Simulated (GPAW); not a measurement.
A run of GPAW 26.7.0 is set up as follows.

File run.py:

```python
from ase import Atoms
from ase.dft.bandgap import bandgap
from ase.io import write
from gpaw import GPAW, PW

atoms = Atoms(['Ge', 'Ge', 'Ge', 'Ge'],
              cell=[[4.0504045371, 0.0, 0.0],
                    [-2.0252022685, 3.5077532247, 0.0],
                    [0.0, 0.0, 10.993359]],
              scaled_positions=[[0.6666666667, 0.3333333333, 0.414848],
                                [0.3333333333, 0.6666666667, 0.914848],
                                [0.0, 0.0, 0.477452],
                                [0.0, 0.0, 0.977452]],
              pbc=True)

calc = GPAW(mode=PW(600),
            xc='TB09',
            kpts={'size': (6, 6, 2), 'gamma': True},
            occupations={'name': 'fermi-dirac', 'width': 0.05},
            nbands=18,
            convergence={'density': 1e-05, 'energy': 1e-05},
            eigensolver='cg',
            maxiter=150,
            txt='gpaw.txt')
atoms.calc = calc
energy = atoms.get_potential_energy()
calc.write('gs.gpw')
write('result.traj', atoms)
print('Fermi level:', round(calc.get_fermi_level(), 4), 'eV')
print(f'Gap: {bandgap(calc)[0]:.4f} eV, direct: {bandgap(calc, direct=True)[0]:.4f} eV')
```

Potentials or basis: GPAW PAW data sets for LDA (gpaw-data 1.2.1), pw.

Command:

```bash
$ OMP_NUM_THREADS=1 python run.py
```

(1) What does it give for the band gap on the k mesh?

Answers

(1) none (metal or under the smearing width).

Caveat: a model potential gives levels but no total energy.
